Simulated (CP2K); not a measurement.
A run of CP2K 2026.2:

File hfo2_scf.inp:

```
&GLOBAL
  PROJECT hfo2_scf
  RUN_TYPE ENERGY_FORCE
  PRINT_LEVEL LOW
&END GLOBAL
&FORCE_EVAL
  METHOD QS
  STRESS_TENSOR ANALYTICAL
  &DFT
    BASIS_SET_FILE_NAME BASIS_MOLOPT_UZH
    POTENTIAL_FILE_NAME POTENTIAL_UZH
    &MGRID
      CUTOFF 600
      REL_CUTOFF 60
      NGRIDS 5
    &END MGRID
    &QS
      METHOD GPW
      EPS_DEFAULT 1.0E-10
    &END QS
    &KPOINTS
      SCHEME MONKHORST-PACK 6 6 8
      GAMMA_CENTERED T
      SYMMETRY T
      SYMMETRY_BACKEND SPGLIB
    &END KPOINTS
    &SCF
      SCF_GUESS ATOMIC
      EPS_SCF 1.0E-6
      MAX_SCF 100
      ADDED_MOS 24
      CHOLESKY OFF
      EPS_EIGVAL 1.0E-7
      &DIAGONALIZATION ON
        ALGORITHM STANDARD
      &END DIAGONALIZATION
      &MIXING ON
        METHOD BROYDEN_MIXING
        ALPHA 0.4
        BETA 1.5
        NBUFFER 8
      &END MIXING
      &SMEAR ON
        METHOD FERMI_DIRAC
        ELECTRONIC_TEMPERATURE [K] 580.226
      &END SMEAR
    &END SCF
    &XC
      &XC_FUNCTIONAL
        &GGA_X_PBE
        &END GGA_X_PBE
        &GGA_C_PBE
        &END GGA_C_PBE
      &END XC_FUNCTIONAL
    &END XC
    &PRINT
      &KPOINTS ON
      &END KPOINTS
      &MULLIKEN ON
      &END MULLIKEN
      &MO ON
        ENERGIES T
        OCCUPATION_NUMBERS T
        &EACH
          QS_SCF 0
        &END EACH
        ADD_LAST NUMERIC
      &END MO
      &LOWDIN ON
      &END LOWDIN
      &HIRSHFELD ON
        SHAPE_FUNCTION DENSITY
      &END HIRSHFELD
      &E_DENSITY_CUBE ON
        STRIDE 2
      &END E_DENSITY_CUBE
      &V_HARTREE_CUBE ON
        STRIDE 2
      &END V_HARTREE_CUBE
      &ELF_CUBE ON
        STRIDE 2
      &END ELF_CUBE
    &END PRINT
  &END DFT
  &SUBSYS
    &CELL
      ABC 4.8135329900 4.8135329900 3.2054154100
      ALPHA_BETA_GAMMA 90.0000000000 90.0000000000 90.0000000000
      PERIODIC XYZ
    &END CELL
    &COORD
      SCALED
      Hf  0.4906510000 0.4980700000 0.5088580000
      Hf  0.0039400000 -0.0027850000 -0.0133570000
      O   0.8049350000 0.1994210000 0.5099410000
      O   0.6874980000 0.6908240000 0.0016910000
      O   0.3128420000 0.3038690000 0.0082500000
      O   0.1922350000 0.8002910000 0.5121480000
    &END COORD
    &KIND Hf
      BASIS_SET TZVP-MOLOPT-PBE-GTH-q12
      POTENTIAL GTH-PBE-q12
    &END KIND
    &KIND O
      BASIS_SET TZVP-MOLOPT-PBE-GTH-q6
      POTENTIAL GTH-PBE-q6
    &END KIND
    &PRINT
      &ATOMIC_COORDINATES ON
      &END ATOMIC_COORDINATES
      &CELL ON
      &END CELL
      &SYMMETRY ON
      &END SYMMETRY
    &END PRINT
  &END SUBSYS
  &PRINT
    &FORCES ON
    &END FORCES
    &STRESS_TENSOR ON
    &END STRESS_TENSOR
  &END PRINT
&END FORCE_EVAL
```

Potentials or basis: POTENTIAL_UZH Hf GTH-PBE-q12, O GTH-PBE-q6; TZVP-MOLOPT-PBE-GTH basis.

Launch:

```bash
$ OMP_NUM_THREADS=1 mpirun -n 3 cp2k.psmp -i hfo2_scf.inp -o hfo2_scf.out
```

Hardware: 3 MPI ranks on Intel(R) Xeon(R) 6975P-C (Granite Rapids) (shared host).

Task: Estimate the wall time of this run.

Result: It took 49 s on 3 MPI ranks on Intel(R) Xeon(R) 6975P-C (Granite Rapids), with other jobs on the host. Counts: scf iterations 19, k points 148, basis 138, bands 48, force evaluations 1.
